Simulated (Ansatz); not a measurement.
The system is Sm.

```
CELL_PARAMETERS angstrom
3.64400 0.00000 0.00000
-1.82200 3.15580 0.00000
0.00000 0.00000 5.87600
ATOMIC_POSITIONS crystal
Sm 0.66667 0.33333 0.75000
Sm 0.33333 0.66667 0.25000
```

This isn't the form of Sm at room conditions, which is rhombohedral.

A run of Ansatz 0.2.0 on this cell left the log below. Logs are shortened: lines on timing, memory, paths and dates and some standing lists are left out, and cuts for length are marked.

```text
Warning: where an SCF of this run starts from atoms to list the orders of its open shells, Sm (site 0, from 0) starts with 5.22 μB on its 4f shell, in the place of the 5.00 μB that the deck gives it: an open f shell starts with all that it can hold by Hund's first rule. To start from spheres of the given moment, type scf.initial_density.shell_occupations: []
Warning: where an SCF of this run starts from atoms to list the orders of its open shells, Sm (site 1, from 0) starts with -5.22 μB on its 4f shell, in the place of the -2.50 μB that the deck gives it: an open f shell starts with all that it can hold by Hund's first rule. To start from spheres of the given moment, type scf.initial_density.shell_occupations: []
Warning: RAYON_NUM_THREADS=2 ignored (pool sized by the plan → 2); use --threads N
band count auto-derived: 30 (N_el = 32.0; filled up to band 16; 24 by the electrons, moments and atoms)
Engine: ansatz 0.2.0, aarch64-unknown-linux-gnu
Pseudopotentials: kind: paw
Pseudopotential: Sm, paw, valence charge 16, recommended cutoff 420 eV (normal), Sm.paw.azcp
Functional definition: PBEsol
  exchange = pbesol_x
  correlation = pbesol_c
Crystal: 2 atoms, lattice volume = 67.572 Å³
Basis set: ecut = 420 eV, 1315 PW (Γ), exchange–correlation on 50×50×80 points (8 copies of the dense FFT grid, shifted against one another)
Bands: 30, of which v1, the nominal top of the filled ones, is band 16 counted from 1 (15 counted from 0)
Symmetry: 12 space group operations
Space group: P-6m2 (ITA 187), of the structure as read, at distance tolerance 4.1e-5 Å
Magnetic group: BNS 187.209 (UNI 1439), of the structure as read, at distance tolerance 4.1e-5 Å
k-points: 24 of 196 (time reversal used)
Non-local potential: Sm, projectors of the file, l = 0: 3, l = 1: 2, l = 2: 2, l = 3: 3
PAW form: soft (Blöchl's): semilocal exchange-correlation on the pseudo side does not see the compensation charge
PAW frozen core: Sm, regenerated for the run's functional, and the local potential with it (the file was generated under x = pbe(κ = 0.804, μ = 0.2195149727645171), c = pbe(β = 0.06672455060314922))
PAW one-centre angular grid: Sm, 590 points (default); XC on 64 Gauss nodes
Initial density: superposition of atomic densities (chi_scale 0.1, normalization cell)
Starting moments: Σ|m| = 7.5 μB on 2 of 2 sites
Initial wavefunctions: pseudopotential atomic-orbital guess
[... 30 lines left out ...]
Spin contamination: 5.5948 ħ² per cell (⟨S²⟩ above its minimum at these occupations)
Per-site moments (μB) at R_I (Å): [(5.858724834056636, 1.490609108092148), (-5.858714931780826, 1.490609108092148)]
Free energy (F): -16289.291915 eV
Harris-Foulkes:  -16289.291915 eV  (|F-HF|=2.82e-9)
Internal energy: -16289.123916 eV  (E = F + TS)
E sigma→0 (E₀):  -16289.207915 eV
Entropy (-TS):   -0.168000 eV (-84.000 meV/atom)
Fermi energy:    11.518588 eV
--- Per-component energies (eV) ---
  E_band       = -14.154400
  E_kinetic    = 668.718790
  E_local      = -3068.333285  (includes V_loc(G=0)·N_el)
  E_nonlocal   = 810.200186
  E_hartree    = 1197.149268
  E_xc         = -348.401051
  E_vxc        = -382.191781  (∫ρ·V_xc dr)
  E_paw        = -12256.248825  (= ΣΔE_a)
  E_vpaw       = -436.849800  (= ΣTr[D̂ρ^β])
  E_aug_tail   = -0.000001  (compensation charges beyond the density's cutoff)
  E_ewald      = -3293.232514
  E_core_change = 1.023516  (= ΣΔE_core)
  E_smearing   = -0.168000  (= −TS)
  E_closure    = 0.000000  (closes the sum)
  Σ components = -16289.291915   (vs F -16289.291915, Δ=0.00e0)
--- Forces (eV/Å), atoms counted from 1 ---
  atom   1  Sm     0.00000000     0.00000000     0.00000000
  atom   2  Sm     0.00000000    -0.00000000     0.00000000
  max |Σ_I F_I| component: 2.31e-18 eV/Å
--- Stress (GPa, compression-positive) ---
       -0.457590       0.000000       0.000000
        0.000000      -0.457590       0.000000
        0.000000       0.000000       1.999209
  P = ⅓ Tr σ = 0.3613 GPa (3.613 kbar)
--- Band table (eV; the first three rows and the last of 48) ---
  k-point 0 ↑: bands = ["-28.3526", "-25.7459", "-8.1162", "-7.5923", "-7.5923", "-5.8904", "-5.5245", "-5.5245", "7.5491", "10.0483", "11.2393", "11.3380", "11.3380", "11.3738", "11.3738", "11.3945", "11.4020", "13.5730", "13.5730", "13.7288", "13.9840", "14.7437", "14.7449", "14.7449", "14.9301", "14.9301", "15.0034", "15.5333", "15.5333", "15.5715"]
  k-point 1 ↑: bands = ["-28.3521", "-25.7469", "-8.0587", "-7.5913", "-7.5913", "-5.9795", "-5.5261", "-5.5261", "7.9937", "9.9572", "11.2302", "11.3390", "11.3390", "11.3586", "11.3825", "11.3825", "11.4020", "13.1312", "13.4926", "13.4926", "13.7294", "14.4065", "14.4065", "14.6443", "15.0891", "15.0970", "15.0970", "15.4143", "15.4143", "15.5715"]
  k-point 2 ↑: bands = ["-28.3516", "-25.7478", "-7.9964", "-7.5902", "-7.5902", "-6.0730", "-5.5277", "-5.5277", "8.7701", "9.5003", "11.2298", "11.3066", "11.3426", "11.3426", "11.3881", "11.3881", "11.4019", "12.7359", "13.3622", "13.4467", "13.4467", "14.1770", "14.1770", "14.6346", "15.1192", "15.1354", "15.1354", "15.3650", "15.3650", "15.5715"]
  k-point 23 ↓: bands = ["-28.2809", "-25.6632", "-8.2095", "-8.0058", "-7.9137", "-6.1744", "-5.9734", "-5.8500", "10.8449", "10.9824", "11.1731", "11.2245", "11.2364", "11.3105", "11.5183", "11.5277", "11.6807", "12.0100", "12.4508", "12.5087", "13.4358", "14.4645", "14.9325", "15.0990", "15.2166", "15.2452", "15.2556", "15.3289", "15.4070", "16.0422"]
```

Task: What input gives this log?

Result: Single point with PBEsol, collinear spin, ferrimagnetic start. The files as run (others can give the same):

input.yaml
```yaml
crystal:
  lattice:
    - [3.644, 0.0, 0.0]
    - [-1.822, 3.1557965714, 0.0]
    - [0.0, 0.0, 5.876]
  atoms:
    - { symbol: Sm, position: [0.6666666667, 0.3333333333, 0.75], spin: 5.0 }
    - { symbol: Sm, position: [0.3333333333, 0.6666666667, 0.25], spin: -2.5 }
hamiltonian:
  xc: pbesol
  pseudopotentials: { kind: paw }
magnetization:
  spin_polarized: true
kpoints:
  mp_grid: { grid: [7, 7, 4] }
scf:
  occupations: { method: fermi_dirac, width: 0.05 }
output:
  forces: true
  stress: true
  eigenvalues: true
```

Potentials or basis: Ansatz PAW.
Run with:
```console
$ ansatz run input.yaml --threads 2 --pin off --max-ram 5632MiB --backend cpu --events-out ev --progress --plain --runs-dir out
```

Caveat: the magnetic or orbital state may not be the lowest; spin-orbit coupling is left out, which moves the levels of the heavy elements; the PAW data sets come from PBE, with cores solved anew for the run's functional, which leaves a small shift of forces and pressure.
